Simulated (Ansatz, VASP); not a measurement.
## Two plane-wave programs on AlP

File POSCAR:

```
AlP
1.0
    0.0000000000      2.7392607939      2.7392607939
    2.7392607939      0.0000000000      2.7392607939
    2.7392607939      2.7392607939      0.0000000000
Al P
1 1
Direct
    0.0000000000      0.0000000000      0.0000000000
    0.2500000000      0.2500000000      0.2500000000
```

File INCAR.step1:

```
SYSTEM = AlP
PREC = Accurate
ENCUT = 520
EDIFF = 1E-5
ISMEAR = 0
SIGMA = 0.01
LREAL = .FALSE.
LASPH = .TRUE.
NELM = 100
ALGO = Normal
ISIF = 2
LWAVE = .TRUE.
GGA = PE
NBANDS = 11
```

Contents of INCAR.step2:

```
SYSTEM = AlP
PREC = Accurate
ENCUT = 520
EDIFF = 1E-6
ISMEAR = 0
SIGMA = 0.01
LREAL = .FALSE.
LASPH = .TRUE.
NELM = 100
ALGO = Normal
ISIF = 2
LWAVE = .FALSE.
LCHARG = .TRUE.
GGA = PE
LHFCALC = .TRUE.
HFSCREEN = 0.2079
PRECFOCK = Normal
LELF = .TRUE.
LVHAR = .TRUE.
ISTART = 1
NBANDS = 11
```

Contents of KPOINTS:

```
regular mesh
0
G
  4 4 4
  0 0 0
```

Input for Ansatz:

```yaml
crystal:
  lattice:
    - [0.0, 2.7392607939, 2.7392607939]
    - [2.7392607939, 0.0, 2.7392607939]
    - [2.7392607939, 2.7392607939, 0.0]
  atoms:
    - { symbol: Al, position: [0.0, 0.0, 0.0] }
    - { symbol: P, position: [0.25, 0.25, 0.25] }
kpoints:
  mp_grid: { grid: [4, 4, 4] }
hamiltonian:
  xc: hse06
scf:
  occupations: { method: fixed }
  n_extra_bands: 4
output:
  forces: true
  stress: true
  eigenvalues: true
```

Alike in both runs: task single point; functional HSE06; k mesh 4 × 4 × 4; no spin polarisation.

|  | VASP | Ansatz |
| --- | --- | --- |
| version | VASP 6.6.1 | Ansatz 0.2.0 |
| potentials or method | VASP PAW PBE potentials, release 64 (Al, P) | plane waves, PAW |
| plane-wave cutoff (eV) | 520 | 420 |
| occupations | gaussian, width 0.01 eV | fixed |
| valence electrons in the cell | 8 | 8 |

|  | VASP | Ansatz | Ansatz less VASP |
| --- | --- | --- | --- |
| gap on the k mesh at the Fermi level (eV) | 2.30 | 2.29 | -0.003 |
| pressure (GPa) | 0.0 | 0.2 | +0.25 |

Ansatz warned: «stress_exchange_threshold_loose».

Caveats: the k mesh is coarse (spacing up to 0.50 Å⁻¹), so the values aren't converged, least of all with exact exchange; the PAW data sets were made with another functional, which shifts forces and pressure a little (VASP). A k mesh can miss the band edges.
